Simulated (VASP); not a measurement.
Runs of VASP 6.6.1 on SnSe2. Symmetry: P-3m1, No. 164, trigonal system. Conventional cell: a = 3.811 Å, b = 3.811 Å, c = 6.136 Å, α = 90.00°, β = 90.00°, γ = 120.00°. Around Sn (site symmetry -3m) lie 6 Se at 2.68 Å. Around Se (site symmetry 3m) lie 3 Sn at 2.68 Å. 

```tsv
task	level	cell	cutoff (eV)	smearing	gap on the mesh (eV)	pressure (GPa)	relaxed volume (Å³/atom)	largest force (eV/Å)
relaxation of cell and atoms	AM05	relaxed	600	fermi-dirac 0.05 eV	(b)	0.0	35.30	0.01
single point	PBE	as given	520	gaussian 0.011 eV	(c)	5.6	-	0.80
band structure	AM05	as given	520	fermi-dirac 0.05 eV	0.77	2.9	-	(a)
relaxation of cell and atoms	PW91	relaxed	600	fermi-dirac 0.05 eV	0.66	0.1	29.44	0.01
```

Alike in all rows: potentials or basis VASP PAW PBE potentials, release 64 (Sn_d, Se); no spin polarisation; k mesh 8 × 8 × 5.

Problem. Fill in the values left out.

Solution. (a) 0.52; (b) 0.78; (c) 0.81.

Caveats: spin-orbit coupling is left out, which moves the levels of the heavy elements; the PAW data sets were made with another functional, which shifts forces and pressure a little (some runs); an odd mesh through Γ misses points on the zone boundary, where band edges often lie (some runs); this functional lacks dispersion, which binds the layers, so the pressure and a relaxed spacing across them are unreliable (some runs); the volume moved by over 15 % at a fixed basis, so the end points are rough (some runs); this functional lacks dispersion, which binds the layers, so the pressure and a relaxed spacing across them are unreliable, and here the layers came unbound (some runs); the volume moved by +37 % from the deposited cell, more than functionals usually miss (some runs).

A k mesh can miss the band edges, and the runs leave out spin-orbit coupling on Se, Sn.
